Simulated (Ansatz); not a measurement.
## PbSe under changes of volume

One of the cells (58.477 Å³/atom); the others are scaled copies at fixed shape and fractional positions:

```xyz
4
Lattice="4.4149 0.0000 0.0000 -0.0103 4.4149 0.0000 -2.2023 -2.2074 12.0008" Properties=species:S:1:pos:R:3 pbc="T T T"
Pb    2.1918    2.1990    7.4218
Pb   -0.0254    0.0381    4.5888
Se   -0.1072    0.0510    7.4788
Se    2.1814    2.2556    4.5359
```

* Program: Ansatz 0.2.0
* Functional: PBEsol
* Potentials or basis: Ansatz PAW
* Cutoff: 420 eV (not typed: the program's choice for these potentials)
* k mesh: 6 × 6 × 3
* Occupations: fermi-dirac, width 0.05 eV
* Spin: no spin polarisation

| volume (Å³/atom) | energy over the lowest point (meV/atom) | largest force (eV/Å) |
| --- | --- | --- |
| 54.969 | 0.00 | 0.200 |
| 56.138 | 3.49 | 0.271 |
| 57.308 | 10.47 | 0.370 |
| 58.477 | 20.55 | 0.462 |
| 59.647 | 33.39 | 0.546 |
| 60.817 | 48.69 | 0.624 |
| 61.986 | ? | ? |

Problem. What does the run at 61.986 Å³/atom give?

Solution. Energy over the lowest point 66.18 meV/atom; largest force 0.696 eV/Å.

Worked out: A Birch-Murnaghan fit of order 3 (a polynomial in V^(-2/3)) to the other rows has its minimum at 54.50 Å³/atom, just outside them, with B0 = V·E''(V) = 26 GPa and B' = 4.5 at fixed shape and positions, which overstates the stiffness. It gives 66.15 meV/atom at 61.986 Å³/atom, against the run's 66.18.

Energies are extrapolated to zero smearing.

Caveats: the PAW data sets come from PBE, with cores solved anew for the run's functional, which leaves a small shift of forces and pressure.
